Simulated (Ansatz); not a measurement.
# ZnSe (P4/nmm): scan of the energy under strain

What does a strain cost in ZnSe (P4/nmm)? The task is a scan of the energy under strain, for ZnSe (P4/nmm).

All numbers are computed with the Python package of Ansatz 0.2.0. Level of theory: DFT PBEsol, plane waves, PAW.

**1. The structure**

The structure is tetragonal, space group P4/nmm (No. 129). The conventional cell has a = 4.108 Å, b = 4.108 Å, c = 6.070 Å, α = 90.00°, β = 90.00°, γ = 90.00°. Zn (site symmetry -4m2) is surrounded by 4 Se at 2.54 Å and 4 Zn at 2.90 Å. Se (site symmetry 4mm) is surrounded by 4 Zn at 2.54 Å.

The script holds or builds the structure itself.

**2. Script**

The input, run_strain.py:

```python
"""A tetragonal strain scan of ZnSe."""

import ansatz as az
import matplotlib.pyplot as plt
import numpy as np

VECTORS = np.array([
    [4.107702, 0.0, 0.0],
    [0.0, 4.107702, 0.0],
    [0.0, 0.0, 6.07035],
])
SITES = [
    ("Zn", (0.0, 0.0, 0.0)),
    ("Zn", (0.5, 0.5, 0.0)),
    ("Se", (0.0, 0.5, 0.24628)),
    ("Se", (0.5, 0.0, 0.75372)),
]


def on_lattice(cell):
    crystal = az.Crystal(lattice=az.Lattice.of(cell))
    for symbol, position in SITES:
        crystal = crystal.atom(symbol, position)
    return crystal

# clamped ions: the fractional positions stay as typed
values = np.linspace(-0.01, 0.01, 7)
energies = []
for d in values:
    strain = np.diag([d, d, (1 + d) ** -2 - 1])
    cell = VECTORS @ (np.eye(3) + strain)
    base = on_lattice(cell).calculation()
    base = base.basis(19 * az.Ha)
    base = base.functional("PBEsol").occupations("fermi_dirac", width=0.02)
    base = base.kpoints(5, 5, 3)
    base = base.stress()
    report = base.run().report
    energies.append(report["free_energy_ev"] / len(SITES))
    s = report["stress_gpa"]
    print(f"d = {d:+.4f}  stress xx yy zz xy (GPa, compression positive): {s[0][0]:8.3f} {s[1][1]:8.3f} {s[2][2]:8.3f} {s[0][1]:8.3f}")
energies = np.array(energies)

for value, e in zip(values, energies):
    print(f"strain {value:7.3f}   E - Emin = {1000 * (e - energies.min()):9.3f} meV/atom")
plt.figure(figsize=(4.5, 3))
plt.plot(values, 1000 * (energies - energies.min()), "o-")
plt.xlabel("strain")
plt.ylabel("meV/atom")
plt.tight_layout()
plt.savefig("strain.png", dpi=100)
curvature = 2 * np.polyfit(values, energies, 3)[1]
volume = abs(np.linalg.det(VECTORS)) / len(SITES)
print(f"d2E/dd2 over the volume: {curvature / volume * 160.21766:.1f} GPa")
```

**3. Launch**

The run is started by

```sh
$ python run_strain.py
```

Standard output:

```text
d = -0.0100  stress xx yy zz xy (GPa, compression positive):   -2.512   -2.512   -2.959    0.000
d = -0.0067  stress xx yy zz xy (GPa, compression positive):   -2.657   -2.657   -2.752    0.000
d = -0.0033  stress xx yy zz xy (GPa, compression positive):   -2.799   -2.799   -2.557    0.000
d = +0.0000  stress xx yy zz xy (GPa, compression positive):   -2.938   -2.938   -2.375    0.000
d = +0.0033  stress xx yy zz xy (GPa, compression positive):   -3.073   -3.073   -2.206    0.000
d = +0.0067  stress xx yy zz xy (GPa, compression positive):   -3.207   -3.207   -2.050    0.000
d = +0.0100  stress xx yy zz xy (GPa, compression positive):   -3.338   -3.338   -1.907    0.000
strain  -0.010   E - Emin =     0.289 meV/atom
strain  -0.007   E - Emin =     0.000 meV/atom
strain  -0.003   E - Emin =     0.081 meV/atom
strain   0.000   E - Emin =     0.511 meV/atom
strain   0.003   E - Emin =     1.266 meV/atom
strain   0.007   E - Emin =     2.340 meV/atom
strain   0.010   E - Emin =     3.709 meV/atom
d2E/dd2 over the volume: 186.5 GPa
```

Run time: 20 s. Hardware: 1 thread of Arm Neoverse V2, shared host; peak memory 0.49 GiB.

Lines on the test bed's own set-up are left out of the output.

**4. The engine's runs**

From the records of these 7 runs:

| run | strain | energy from run 2 (meV/atom) | pressure (GPa) | SCF cycles | CPU time (s) |
| --- | --- | --- | --- | --- | --- |
| 1 | -0.010 | 0.29 | -2.66 | 8 | 2.6 |
| 2 | -0.007 | 0.00 | -2.69 | 8 | 2.5 |
| 3 | -0.003 | 0.08 | -2.72 | 8 | 2.5 |
| 4 | 0.000 | 0.51 | -2.75 | 8 | 2.6 |
| 5 | 0.003 | 1.27 | -2.78 | 8 | 2.6 |
| 6 | 0.007 | 2.34 | -2.82 | 8 | 2.6 |
| 7 | 0.010 | 3.71 | -2.86 | 8 | 2.6 |

**5. Summary of results**

| quantity | value |
| --- | --- |
| curvature under the strain | 186.5 GPa |
| runs compared | 7 |
| range of energy | 3.71 meV/atom |
| lowest point, strain | -0.007 |

In words: Against the unstrained cell the energy per atom changes by -0.22 meV at one end of the scan and +3.20 meV at the other, and its second derivative over the volume is 186.5 GPa. What to keep in mind:
- The curvature belongs to this strain pattern and to the cell's stress; it equals a single elastic constant only for simple patterns.
- This cell is a computed structure, which may not be the phase found in nature.
- The ions keep their fractional positions (clamped ions).
